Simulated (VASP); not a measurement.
# ICs in VASP: settings compared

Aim: see how the results for ICs move with the level of theory and the settings. Levels: PBE, optB88-vdW. Tasks: electron localisation function, relaxation of the atoms.

Program: VASP 6.6.1. These are calculated values, not measurements. Logs are shortened: lines on timing, memory, paths and dates and some standing lists are left out, and cuts for length are marked.

## Step 1: Starting point

The cell holds a molecule in a box, 2 atoms: a = 9.000 Å, b = 9.000 Å, c = 13.000 Å, α = 90.00°, β = 90.00°, γ = 90.00°.

## Step 2: Electron localisation function, PBE

Contents of INCAR:

```
ALGO     = Fast           # electronic algorithm
EDIFF    = 1E-7           # SCF threshold, eV
ENCUT    = 520            # plane-wave cutoff, eV
GGA      = PE             # functional
ISIF     = 2              # what is computed and relaxed
ISMEAR   = 0              # smearing method
LASPH    = True           # aspherical terms in the spheres
LCHARG   = True           # write CHGCAR
LELF     = True           # ELF
LREAL    = False          # projectors in reciprocal space
LWAVE    = False          # write WAVECAR
NELM     = 80             # most SCF steps
PREC     = Accurate       # precision mode
SIGMA    = 0.01           # smearing width, eV
```

Contents of KPOINTS:

```
k-points
0
Gamma
  1 1 1
```

Contents of POSCAR:

```
CsI
1.0
    9.0000000000      0.0000000000      0.0000000000
    0.0000000000      9.0000000000      0.0000000000
    0.0000000000      0.0000000000     13.0000000000
I Cs
1 1
Direct
    0.5014444400      0.5023333300      0.3751080000
    0.5014444400      0.5023333300      0.6301227700
```

Potentials or basis: VASP PAW PBE potentials, release 64 (I, Cs_sv).

Command:

```console
$ cat potpaw_PBE.64/I/POTCAR potpaw_PBE.64/Cs_sv/POTCAR > POTCAR
$ mpirun -np 1 vasp_gam > vasp.out
```

OUTCAR:

```text
EDIFF = 1E-7
   ENCUT = 520
   GGA = PE
   ISIF = 2
   ISMEAR = 0
   LASPH = True
   LREAL = False
   NELM = 80
   PREC = Accurate

 ion  position               nearest neighbor table
   1  0.501  0.502  0.375-   2 3.32
   2  0.501  0.502  0.630-   1 3.32

  LATTYP: Found a simple tetragonal cell.
 ALAT       =     9.0000000000
 C/A-ratio  =     1.4444444444

  Lattice vectors:

 A1 = (   9.0000000000,   0.0000000000,   0.0000000000)
 A2 = (   0.0000000000,   9.0000000000,   0.0000000000)
 A3 = (   0.0000000000,   0.0000000000,  13.0000000000)

Analysis of symmetry for initial positions (statically):
=====================================================================
 Subroutine PRICEL returns:
 Original cell was already a primitive cell.

 Routine SETGRP: Setting up the symmetry group for a
 simple tetragonal supercell.

 Subroutine GETGRP returns: Found  8 space group operations
 (whereof  1 operations were pure point group operations)
 out of a pool of 16 trial point group operations.

The static configuration has the point symmetry C_1 .
 The point group associated with its full space group is C_4v.

Analysis of symmetry for dynamics (positions and initial velocities):
=====================================================================
 Subroutine PRICEL returns:
 Original cell was already a primitive cell.

 Routine SETGRP: Setting up the symmetry group for a
 simple tetragonal supercell.

 Subroutine GETGRP returns: Found  8 space group operations
 (whereof  1 operations were pure point group operations)
 out of a pool of 16 trial point group operations.

The dynamic configuration has the point symmetry C_1 .
 The point group associated with its full space group is C_4v.

 Subroutine INISYM returns: Found  8 space group operations
 (whereof  1 operations are pure point group operations),
 and found     1 'primitive' translations

----------------------------------------------------------------------------------------

                                     Primitive cell

  volume of cell :    1053.0000

  direct lattice vectors                    reciprocal lattice vectors
     9.000000000  0.000000000  0.000000000     0.111111111  0.000000000  0.000000000
     0.000000000  9.000000000  0.000000000     0.000000000  0.111111111  0.000000000
     0.000000000  0.000000000 13.000000000     0.000000000  0.000000000  0.076923077

  length of vectors
     9.000000000  9.000000000 13.000000000     0.111111111  0.111111111  0.076923077

  position of ions in fractional coordinates (direct lattice)
     0.501444440  0.502333330  0.375108000
     0.501444440  0.502333330  0.630122770

  ion indices of the primitive-cell ions
   primitive index   ion index
                 1           1
                 2           2

----------------------------------------------------------------------------------------

 KPOINTS: k-points

Automatic generation of k-mesh.
 Grid dimensions read from file:
 generate k-points for:    1    1    1

 Generating k-lattice:

  Cartesian coordinates                     Fractional coordinates (reciprocal lattice)
     0.111111111  0.000000000  0.000000000     1.000000000  0.000000000  0.000000000
     0.000000000  0.111111111  0.000000000     0.000000000  1.000000000  0.000000000
     0.000000000  0.000000000  0.076923077     0.000000000  0.000000000  1.000000000

  Length of vectors
     0.111111111  0.111111111  0.076923077

  Shift w.r.t. Gamma in fractional coordinates (k-lattice)
     0.000000000  0.000000000  0.000000000

 Subroutine IBZKPT returns following result:
 ===========================================

 Found      1 irreducible k-points:

 Following reciprocal coordinates:
            Coordinates               Weight
  0.000000  0.000000  0.000000      1.000000
   k-points           NKPTS =      1   k-points in BZ     NKDIM =      1   number of bands    NBANDS=     12
   number of dos      NEDOS =    301   number of ions     NIONS =      2
   total plane-waves  NPLWV = 480200
   dimension x,y,z NGX =    70 NGY =   70 NGZ =   98
   dimension x,y,z NGXF=   140 NGYF=  140 NGZF=  196
   ions per type =               1   1
   NGX,Y,Z   is equivalent  to a cutoff of  12.93, 12.93, 12.53 a.u.
   NGXF,Y,Z  is equivalent  to a cutoff of  25.86, 25.86, 25.06 a.u.
 SYSTEM =  unknown system
   PREC   = accura    normal or accurate (medium, high low for compatibility)
   ISTART =      0    job   : 0-new  1-cont  2-samecut
   ICHARG =      2    charge: 1-file 2-atom 10-const
   ISPIN  =      1    spin polarized calculation?
   LNONCOLLINEAR =      F non collinear calculations
   LSORBIT =      F    spin-orbit coupling
   LASPH  =      T    aspherical Exc in radial PAW
   ENCUT  =  520.0 eV  38.22 Ry    6.18 a.u.  16.73 16.73 24.17*2*pi/ulx,y,z
   NELM   =     80;   NELMIN=  2; NELMDL= -5     # of ELM steps
   EDIFF  = 0.1E-06   stopping-criterion for ELM
   LREAL  =      F    real-space projection
[... 7 lines left out ...]
   TEBEG  =    0.0;   TEEND  =   0.0 temperature during run
   PSTRESS=    0.0 pullay stress
   NELECT =      16.0000    total number of electrons
   NUPDOWN=      -1.0000    fix difference up-down
   EMIN   =  10.00;   EMAX   =-10.00  energy-range for DOS
   EFERMI =   0.00;   METHOD = LEGACY
   ISMEAR =     0;   SIGMA  =   0.01  broadening in eV -4-tet -1-fermi 0-gaus
   EFERMI_NEDOS =   21; number of points for ismear=-14 and -15
   IALGO  =     68    algorithm
   IMIX   =      4    mixing-type and parameters
     AMIX     =   0.40;   BMIX     =  1.00
     AMIX_MAG =   1.60;   BMIX_MAG =  1.00
  volume/ion in A,a.u.               =     526.50      3553.00
  Fermi-wavevector in a.u.,A,eV,Ry     =   0.405482  0.766251  2.237015  0.164416
  Thomas-Fermi vector in A             =   1.357813
   LORBIT       =      0    0 simple, 1 ext, 2 COOP (PROOUT), +10 PAW based schemes
   GGA     = PE    functional components
   LHFCALC =     F    Hartree Fock is set to
   AEXX    =    0.0000 exact exchange contribution
   IVDW    =     0    specifies the selected vdW correction
   LEPSILON=     F    determine dielectric tensor
   LRPA    =     F    only Hartree local field effects (RPA)
 non-spin polarized calculation
 RMM-DIIS sequential band-by-band and
 Gauss-broadening in eV      SIGMA  =   0.01
  energy-cutoff  :      520.00
  volume of cell :     1053.00
 maximum number of plane-waves:     14183
 NGX is ok and might be reduce to    70
   NGX = 33   NGY = 33   NGZ = 49

 number of electron      16.0000000 magnetization

 Free energy of the ion-electron system (eV)
  ---------------------------------------------------
  ext. energy  EPLUGINS =         0.00000000
  ---------------------------------------------------
  free energy    TOTEN  =        -3.92374864 eV

  energy without entropy =       -3.92374864  energy(sigma->0) =       -3.92374864

 E-fermi :  -3.7846     XC(G=0):  -1.4683

 val. band max:       -3.8681050035   @ k =   0.0000   0.0000   0.0000
 cond. band min:      -1.3673856751   @ k =   0.0000   0.0000   0.0000
 fundamental gap:      2.5007193284
 Fermi energy:        -3.7845900452

 k-point     1 :       0.0000    0.0000    0.0000
  band No.  band energies     occupation
      1     -26.2742      2.00000
      2     -14.0279      2.00000
      3     -13.1406      2.00000
      4     -13.1406      2.00000
      5     -12.7539      2.00000
      6      -4.0726      2.00000
      7      -3.8681      2.00000
      8      -3.8681      2.00000
      9      -1.3674      0.00000
     10       0.0553      0.00000
     11       0.0828      0.00000
     12       0.7918      0.00000

------------------------ aborting loop because EDIFF is reached ----------------------------------------

  FORCE on cell =-STRESS in cart. coord.  units (eV):
  Direction    XX          YY          ZZ          XY          YZ          ZX
  --------------------------------------------------------------------------------------
  -------------------------------------------------------------------------------------
  Total        0.2712458      0.2712458     -0.3885249      0.0000000      0.0000000      0.0000000
  in kB        0.4127103      0.4127103     -0.5911545      0.0000000      0.0000000      0.0000000
  external PRESSURE =       0.0780887 kB  Pullay stress =       0.0000000 kB

 VOLUME and BASIS-vectors are now :
 -----------------------------------------------------------------------------
  energy-cutoff  :      520.00
  volume of cell :     1053.00
      direct lattice vectors                 reciprocal lattice vectors
     9.000000000  0.000000000  0.000000000     0.111111111  0.000000000  0.000000000
     0.000000000  9.000000000  0.000000000     0.000000000  0.111111111  0.000000000
     0.000000000  0.000000000 13.000000000     0.000000000  0.000000000  0.076923077

 POSITION                                       TOTAL-FORCE (eV/Angst)
 -----------------------------------------------------------------------------------
      4.51300      4.52100      4.87640         0.000000      0.000000     -0.021871
      4.51300      4.52100      8.19160         0.000000      0.000000      0.021871
 -----------------------------------------------------------------------------------
    total drift:                                0.000007      0.000004     -0.000284

  FREE ENERGIE OF THE ION-ELECTRON SYSTEM (eV)
  ---------------------------------------------------
  free  energy   TOTEN  =        -3.9237486392 eV

  energy  without entropy=       -3.9237486392  energy(sigma->0) =       -3.92374864
```

Run time: 70 s. Hardware: 1 thread of Intel Xeon 6975P-C (Granite Rapids), shared host; peak memory 0.88 GiB.

What came out:

* Free energy: -3.9237 eV
* Largest force: 0.022 eV/Å
* Gap between the frontier levels: 2.50 eV

Forces in eV/Å, atoms in the order of the input:
```
I    0.000  0.000 -0.022
Cs   0.000  0.000  0.022
```

Caveat: spin-orbit coupling is left out, which moves the levels of the heavy elements. Expect the measured gap to be larger: semilocal functionals such as PBE lack the derivative discontinuity.

## Step 3: Relaxation of the atoms, optB88-vdW

Contents of INCAR:

```
AGGAC = 0.0 ; ALGO = Normal
EDIFF = 1E-6 ; EDIFFG = -0.02
ENCUT = 520 ; GGA = BO
IBRION = 2 ; ISIF = 2
ISMEAR = 0 ; LASPH = True
LCHARG = False ; LREAL = False
LUSE_VDW = True ; LWAVE = False
NELM = 60 ; NSW = 60
PARAM1 = 0.1833333333 ; PARAM2 = 0.22
PREC = Accurate ; SIGMA = 0.01
```

KPOINTS is that of step 2.

POSCAR is that of step 2.

Potentials or basis: VASP PAW PBE potentials, release 64 (I, Cs_sv).

Command:

```console
$ cat potpaw_PBE.64/I/POTCAR potpaw_PBE.64/Cs_sv/POTCAR > POTCAR
$ mpirun -np 1 vasp_gam > vasp.out
```

OUTCAR:

```text
EDIFF = 1E-6
   EDIFFG = -0.02
   ENCUT = 520
   GGA = BO
   IBRION = 2
   ISIF = 2
   ISMEAR = 0
   LASPH = True
   LREAL = False
   NELM = 60
   NSW = 60
   PREC = Accurate

 ion  position               nearest neighbor table
   1  0.501  0.502  0.375-   2 3.32
   2  0.501  0.502  0.630-   1 3.32

  LATTYP: Found a simple tetragonal cell.
 ALAT       =     9.0000000000
 C/A-ratio  =     1.4444444444

  Lattice vectors:

 A1 = (   9.0000000000,   0.0000000000,   0.0000000000)
 A2 = (   0.0000000000,   9.0000000000,   0.0000000000)
 A3 = (   0.0000000000,   0.0000000000,  13.0000000000)

Analysis of symmetry for initial positions (statically):
=====================================================================
 Subroutine PRICEL returns:
 Original cell was already a primitive cell.

 Routine SETGRP: Setting up the symmetry group for a
 simple tetragonal supercell.

 Subroutine GETGRP returns: Found  8 space group operations
 (whereof  1 operations were pure point group operations)
 out of a pool of 16 trial point group operations.

The static configuration has the point symmetry C_1 .
 The point group associated with its full space group is C_4v.

Analysis of symmetry for dynamics (positions and initial velocities):
=====================================================================
 Subroutine PRICEL returns:
 Original cell was already a primitive cell.

 Routine SETGRP: Setting up the symmetry group for a
 simple tetragonal supercell.

 Subroutine GETGRP returns: Found  8 space group operations
 (whereof  1 operations were pure point group operations)
 out of a pool of 16 trial point group operations.

The dynamic configuration has the point symmetry C_1 .
 The point group associated with its full space group is C_4v.

 Subroutine INISYM returns: Found  8 space group operations
 (whereof  1 operations are pure point group operations),
 and found     1 'primitive' translations

[... 84 lines left out ...]
   EFERMI =   0.00;   METHOD = LEGACY
   ISMEAR =     0;   SIGMA  =   0.01  broadening in eV -4-tet -1-fermi 0-gaus
   EFERMI_NEDOS =   21; number of points for ismear=-14 and -15
   IALGO  =     38    algorithm
   IMIX   =      4    mixing-type and parameters
     AMIX     =   0.40;   BMIX     =  1.00
     AMIX_MAG =   1.60;   BMIX_MAG =  1.00
  volume/ion in A,a.u.               =     526.50      3553.00
  Fermi-wavevector in a.u.,A,eV,Ry     =   0.405482  0.766251  2.237015  0.164416
  Thomas-Fermi vector in A             =   1.357813
   LORBIT       =      0    0 simple, 1 ext, 2 COOP (PROOUT), +10 PAW based schemes
   GGA     = BO    functional components
   LHFCALC =     F    Hartree Fock is set to
   AEXX    =    0.0000 exact exchange contribution
   IVDW_NL    =     1    kernel type
   BPARAM     = 6.3000
   IVDW    =     0    specifies the selected vdW correction
   LEPSILON=     F    determine dielectric tensor
   LRPA    =     F    only Hartree local field effects (RPA)
 conjugate gradient relaxation of ions
 non-spin polarized calculation
 Gauss-broadening in eV      SIGMA  =   0.01
  energy-cutoff  :      520.00
  volume of cell :     1053.00
 maximum number of plane-waves:     14183
 NGX is ok and might be reduce to    70
   NGX = 33   NGY = 33   NGZ = 49

--------------------------------------- Ionic step        1  -------------------------------------------

 number of electron      16.0000000 magnetization

 Free energy of the ion-electron system (eV)
  ---------------------------------------------------
  ext. energy  EPLUGINS =         0.00000000
  ---------------------------------------------------
  free energy    TOTEN  =         1.24045722 eV

  energy without entropy =        1.24045722  energy(sigma->0) =        1.24045722

------------------------ aborting loop because EDIFF is reached ----------------------------------------

  FORCE on cell =-STRESS in cart. coord.  units (eV):
  Direction    XX          YY          ZZ          XY          YZ          ZX
  --------------------------------------------------------------------------------------
  -------------------------------------------------------------------------------------
  Total        0.2581200      0.2581200     -0.3207208      0.0000000     -0.0000000      0.0000000
  in kB        0.3927389      0.3927389     -0.4879882      0.0000000     -0.0000000      0.0000000
  external PRESSURE =       0.0991632 kB  Pullay stress =       0.0000000 kB
[... 63 lines left out ...]
--------------------------------------- Ionic step        3  -------------------------------------------

 number of electron      16.0000000 magnetization

 Free energy of the ion-electron system (eV)
  ---------------------------------------------------
  ext. energy  EPLUGINS =         0.00000000
  ---------------------------------------------------
  free energy    TOTEN  =         1.24019202 eV

  energy without entropy =        1.24019202  energy(sigma->0) =        1.24019202

 E-fermi :  -3.8980     XC(G=0):  -1.6161

 val. band max:       -3.9497387408   @ k =   0.0000   0.0000   0.0000
 cond. band min:      -1.6035779849   @ k =   0.0000   0.0000   0.0000
 fundamental gap:      2.3461607559
 Fermi energy:        -3.8980019337

 k-point     1 :       0.0000    0.0000    0.0000
  band No.  band energies     occupation
      1     -26.4751      2.00000
      2     -14.1516      2.00000
      3     -13.2985      2.00000
      4     -13.2985      2.00000
      5     -12.9173      2.00000
      6      -4.1562      2.00000
      7      -3.9497      2.00000
      8      -3.9497      2.00000
      9      -1.6036      0.00000
     10      -0.1411      0.00000
     11      -0.1243      0.00000
     12       0.1096      0.00000
[... 31 lines left out ...]
  energy  without entropy=        1.2401920196  energy(sigma->0) =        1.24019202

Total vdW correction in eV:      5.0183868

 reached required accuracy - stopping structural energy minimisation
```

Wall time 24 min (1 thread of Intel Xeon 6975P-C (Granite Rapids), shared host); peak memory 3 GiB.

What came out:

| Property | Result |
| --- | --- |
| Free energy | 1.2402 eV |
| Energy gained by relaxing | 0.1 meV/atom |
| Ionic steps | 3 |
| Gap between the frontier levels | 2.35 eV |

The path:
| step | energy change (eV) | largest force (eV/Å) | pressure (GPa) |
| --- | --- | --- | --- |
| 1 | 0.0000 | 0.0445 | 0.01 |
| 2 | -0.0002 | 0.0309 | 0.01 |
| 3 | -0.0003 | 0.0002 | 0.00 |

Final structure:
```
I Cs
1.0
     9.00000    0.00000    0.00000
     0.00000    9.00000    0.00000
     0.00000    0.00000   13.00000
I Cs
1 1
Direct
  0.50144 0.50233 0.37457
  0.50144 0.50233 0.63066
```

Caveat: the PAW data sets were made with another functional, which shifts forces and pressure a little; spin-orbit coupling is left out, which moves the levels of the heavy elements.
